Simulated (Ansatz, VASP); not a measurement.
**Two plane-wave programs on In3As**

Contents of INCAR:

```
SYSTEM = In3As
  PREC = Accurate
  ENCUT = 520
  EDIFF = 1E-7
  ISMEAR = -1
  SIGMA = 0.05
  LREAL = .False.
  LASPH = .True.
  NELM = 60
  ALGO = Normal
  ISIF = 2
  LWAVE = .False.
  LCHARG = .False.
  GGA = PE
  NBANDS = 30
```

KPOINTS

```
Automatic mesh
0
Gamma
  6 6 6
  0 0 0
```

File POSCAR:

```
In3As
1.0
    4.7026201864      0.0000000000      0.0000000000
    0.0000000000      4.7026201864      0.0000000000
    0.0000000000      0.0000000000      4.7026201864
In As
3 1
Direct
    0.5000000000      0.5000000000      0.0000000000
    0.5000000000      0.0000000000      0.5000000000
    0.0000000000      0.5000000000      0.5000000000
    0.0000000000      0.0000000000      0.0000000000
```

The input input.yaml:

```yaml
crystal:
  lattice:
    - [4.7026201864, 0.0, 0.0]
    - [0.0, 4.7026201864, 0.0]
    - [0.0, 0.0, 4.7026201864]
  atoms:
    - { symbol: In, position: [0.5, 0.5, 0.0] }
    - { symbol: In, position: [0.5, 0.0, 0.5] }
    - { symbol: In, position: [0.0, 0.5, 0.5] }
    - { symbol: As, position: [0.0, 0.0, 0.0] }
hamiltonian:
  xc: pbe
  pseudopotentials: { kind: paw }
kpoints:
  mp_grid: { grid: [6, 6, 6] }
scf:
  occupations: { method: fermi_dirac, width: 0.05 }
output:
  forces: true
  stress: true
  eigenvalues: true
  write_density: true
  write_potential: true
  elf: true
  volumetric_format: npy
```

Change from the starting cell: volume scaled by 1.02.

Alike in both runs: task single point; functional PBE; k mesh 6 × 6 × 6; occupations fermi-dirac, width 0.05 eV; no spin polarisation.

```csv
,VASP,Ansatz
version,VASP 6.6.1,Ansatz 0.2.0
potentials or method,"VASP PAW PBE potentials, release 64 (In_d, As)",Ansatz PAW
plane-wave cutoff (eV),520,420
valence electrons in the cell,44,54
```

```tsv
	VASP	Ansatz	Ansatz less VASP
gap on the k mesh at the Fermi level (eV)	none	none	-
pressure (GPa)	-0.2	-0.2	+0.01
```

A gap of «none» marks a metal or a gap that the smearing closes. The two sets of potentials don't hold the same shells in valence.
